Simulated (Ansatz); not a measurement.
Sn:

```xyz
1
Lattice="-1.8947 1.8947 1.8947 1.8947 -1.8947 1.8947 1.8947 1.8947 -1.8947" Properties=species:S:1:pos:R:3 pbc="T T T"
Sn    0.0000    0.0000    0.0000
```

This isn't the form of Sn at room conditions, which is tetragonal (white tin).

```yaml
Program: Ansatz 0.2.0
Task: relaxation of cell and atoms
Functional: BLYP
Potentials_or_basis: Ansatz PAW
Cutoff: "420 eV (not typed: the program's choice for these potentials)"
k_mesh: 10 × 10 × 10
Occupations: fermi-dirac, width 0.05 eV
Spin: no spin polarisation
```

At the start: volume 27.20 Å³/atom.

Q: Where does the relaxation end?

A: It ends after 5 steps and the volume is 30.80 Å³/atom (+13.2 %); space group Im-3m (No. 229, to 0.05 Å).

Step by step:
```csv
step,energy change (eV),largest force (eV/Å),volume (Å³)
1,0.0000,0.0000,27.20
2,-0.0537,0.0000,30.50
3,-0.0539,0.0000,30.75
4,-0.0539,0.0000,30.80
5,-0.0544,0.0000,30.80
```

Final structure:
```cif
data_structure
_symmetry_space_group_name_H-M 'P 1'
_symmetry_Int_Tables_number 1
_cell_length_a 3.4202
_cell_length_b 3.4202
_cell_length_c 3.4202
_cell_angle_alpha 109.471
_cell_angle_beta 109.471
_cell_angle_gamma 109.471
_cell_volume 30.80
loop_
_atom_site_label
_atom_site_type_symbol
_atom_site_fract_x
_atom_site_fract_y
_atom_site_fract_z
_atom_site_occupancy
Sn1 Sn 0.00000 0.00000 0.00000 1
```

Caveat: the plane-wave basis is chosen anew once the cell has moved, so the energies of steps on either side of that aren't comparable; the PAW data sets come from PBE, with cores solved anew for the run's functional, which leaves a small shift of forces and pressure.
